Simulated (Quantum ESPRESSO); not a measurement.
Crystal: CuO.

```
Cu O
1.0
     2.83633    0.00000    0.00000
    -1.41816    2.45633    0.00000
     0.00000    0.00000    2.76811
Cu O
1 1
Cartesian
  0.0000 0.0000 0.0000
  1.4182 0.8188 1.3841
```

Measurements of this composition are mostly on another form, of space group No. 15.

Base run:

```yaml
Program: Quantum ESPRESSO 7.5
Functional: LDA
Potentials_or_basis: SSSP 1.3 efficiency PBE
Cutoff: 748 eV
Density_cutoff: 5987 eV
k_mesh: 11 × 11 × 10
Occupations: fermi-dirac, width 0.05 eV
Spin: no spin polarisation
Hubbard_terms: Cu d U = 1 eV
```

Its results: band gap on the k mesh none (metal or under the smearing width); pressure -15.8 GPa.

Question: The run is repeated on the same cell with these changes: hubbard terms from Cu d U = 1 eV to none. What comes out?

Answer: Band gap on the k mesh none (metal or under the smearing width); pressure -16.5 GPa.

Caveats: the potentials were made for another functional, which shifts forces and pressure; an odd number of electrons without spin polarisation forces a metal; a magnetic or distorted state may lie lower; the run has no spin polarisation, though such a crystal can be magnetic; U without spin polarisation on a metal has little footing (some runs); semilocal functionals often make such compounds metallic where correlation or magnetic order opens a gap, which also shifts bond lengths (some runs).

Not every run made on this cell is shown here.
